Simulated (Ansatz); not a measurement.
Wanted: the native input for an Ansatz 0.2.0 run.

```yaml
Task: single point
Functional: PBE
Potentials_or_basis: Ansatz PAW
Cutoff: "420 eV (not typed: the program's choice for these potentials)"
k_mesh: 10 × 10 × 10
Occupations: gaussian, width 0.012 eV
Spin: no spin polarisation
```

The system is Sb.

```
CELL_PARAMETERS angstrom
-1.87134 1.87134 1.87134
1.87134 -1.87134 1.87134
1.87134 1.87134 -1.87134
ATOMIC_POSITIONS crystal
Sb 0.00000 0.00000 0.00000
```

This isn't the form of Sb at room conditions, which is rhombohedral.

These files were run (other wordings do the same):

input.yaml

```yaml
crystal:
  lattice:
    - [-1.8713408863, 1.8713408863, 1.8713408863]
    - [1.8713408863, -1.8713408863, 1.8713408863]
    - [1.8713408863, 1.8713408863, -1.8713408863]
  atoms:
    - { symbol: Sb, position: [0.0, 0.0, 0.0] }
hamiltonian:
  xc: pbe
  pseudopotentials: { kind: paw }
kpoints:
  mp_grid: { grid: [10, 10, 10] }
scf:
  occupations: { method: gaussian, width: 0.012 }
output:
  forces: true
  stress: true
  eigenvalues: true
```

Potentials or basis: Ansatz PAW.

Run with:

```bash
$ ansatz run input.yaml --threads 2 --pin off --max-ram 5632MiB --backend cpu --events-out ev --progress --plain --runs-dir out
```

It gave:

```
Pressure               : 3.1 GPa
Band gap on the k mesh : none (metal or under the smearing width)
```

It took 0.55 s on 2 threads of AMD EPYC 7R32 (Zen 2), on a shared host, peak memory 0.35 GiB.
